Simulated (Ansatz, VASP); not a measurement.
# HgTe: programs and potentials compared

The starting cell:

```
Hg Te
1.0
     0.00000    3.21450    3.21450
     3.21450    0.00000    3.21450
     3.21450    3.21450    0.00000
Hg Te
1 1
Cartesian
  0.0000 0.0000 0.0000
  4.8217 4.8217 4.8217
```

Alike in all runs: task relaxation of cell and atoms; functional PBE; k mesh 7 × 7 × 7; occupations fermi-dirac, width 0.05 eV; no spin polarisation; no spin-orbit coupling.

| program and potentials | plane-wave cutoff (eV) | notes | equilibrium volume (Å³/atom) |
| --- | --- | --- | --- |
| VASP, PBE PAW files Hg, Te, release 54, 600 eV | 600 | 9 valence electrons an atom on average | 36.83 |
| Ansatz, all-electron LAPW, scalar-relativistic | - | - | 36.82 |
| VASP, PBE PAW files Hg, Te, release 54, 580 eV | 580 | 9 valence electrons an atom on average | 36.83 |
| VASP, PBE PAW files Hg_sv_GW, Te_GW, 680 eV | 680 | 13 valence electrons an atom on average | 36.67 |
| VASP, PBE PAW files Hg, Te, 600 eV | 600 | 9 valence electrons an atom on average | 36.83 |
| VASP, PBE PAW files Hg_sv_GW, Te_GW, 630 eV | 630 | 13 valence electrons an atom on average | 36.69 |

The equilibrium volume spans 36.67 (VASP, PBE PAW files Hg_sv_GW, Te_GW, 680 eV) to 36.83 Å³/atom (VASP, PBE PAW files Hg, Te, 600 eV), with all-electron results at 36.82. Relaxations stop with a little pressure left, so the last digit of a volume isn't settled.

The functional is the same throughout but for its coding, so the spread measures potentials, basis and numerics; runs on potential files found faulty are left out.
